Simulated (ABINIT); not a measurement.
The system is CdF2.

```xyz
3
Lattice="0.0000 2.6940 2.6940 2.6940 0.0000 2.6940 2.6940 2.6940 0.0000" Properties=species:S:1:pos:R:3 pbc="T T T"
Cd    0.0000    0.0000    0.0000
F     4.0410    4.0410    4.0410
F     1.3470    1.3470    1.3470
```

Base run:

```yaml
Program: ABINIT 10.8.3 (patched build)
Functional: BP86
Potentials_or_basis: JTH PAW PBE v2.0
Cutoff: 626 eV
k_mesh: 9 × 9 × 9
Occupations: fermi-dirac, width 0.05 eV
Spin: no spin polarisation
```

Its results: band gap on the k mesh 3.05 eV, indirect (least direct gap 3.51 eV); pressure 4.3 GPa.

After a change of settings the same cell gave: band gap on the k mesh 2.96 eV, indirect (least direct gap 3.41 eV); pressure -0.5 GPa. Which change was it?
A. functional from BP86 to revPBE
B. functional from BP86 to BLYP
C. functional from BP86 to PW91
D. functional from BP86 to WC

D.

Caveats: the PAW data sets were made with another functional, which shifts forces and pressure a little.
